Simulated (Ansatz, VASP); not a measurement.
## One calculation of Zr, two programs

```
Zr
1.0
     2.99744    0.00000    0.00000
     0.00000    2.99744    0.00000
     0.00000    0.00000   28.31000
Zr
2
Cartesian
  1.4987 0.0000 7.4178
  0.0000 1.4987 9.5822
```

Alike in both runs: functional PBE; k mesh 6 × 6 × 1; occupations gaussian, width 0.1 eV; no spin polarisation.

Ansatz relaxed the structure, and its values are those at the end. VASP's run is a single point on that final structure, the one shown.

```csv
,VASP,Ansatz
version,VASP 6.6.1,Ansatz 0.2.0
potentials or method,"VASP PAW PBE potentials, release 64 (Zr_sv)","scalar-relativistic, plane waves, PAW"
plane-wave cutoff (eV),520,420
valence electrons in the cell,24,24
```

Ansatz gave:

- gap on the k mesh at the Fermi level (eV): none
- rms of the force components (eV/Å): 0.003

Task: What did VASP give for the same quantities?

Result: gap on the k mesh at the Fermi level (eV): none; rms of the force components (eV/Å): 0.004.

A gap of «none» marks a metal or a gap that the smearing closes. Ansatz warned: «slab_cell_height_set».
